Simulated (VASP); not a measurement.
Crystal: Pd.

```
Pd
1.0
     0.00000    1.94650    1.94650
     1.94650    0.00000    1.94650
     1.94650    1.94650    0.00000
Pd
1
Cartesian
  0.0000 0.0000 0.0000
```

Program: VASP 6.6.1. Alike in all runs: no spin polarisation; cell as given; k mesh 12 × 12 × 12.

Q: Order these runs on this cell by their pressure, lowest first.
A. level LDA; potentials or basis VASP PAW LDA potentials, release 64 (Pd_GW); cutoff (eV) 550; smearing gaussian 0.02 eV
B. level revTPSS; potentials or basis VASP PAW PBE potentials, release 64 (Pd); cutoff (eV) 520; smearing fermi-dirac 0.05 eV
C. level TPSS; potentials or basis VASP PAW PBE potentials, release 64 (Pd); cutoff (eV) 520; smearing fermi-dirac 0.05 eV
D. level RPBE; potentials or basis VASP PAW PBE potentials, release 64 (Pd); cutoff (eV) 520; smearing gaussian 0.1 eV

A: A (-9.6 GPa), B (-2.5 GPa), C (1.5 GPa), D (11.4 GPa).

Caveats: the PAW data sets were made with another functional, which shifts forces and pressure a little (some runs).

Not every run made on this cell is shown here.
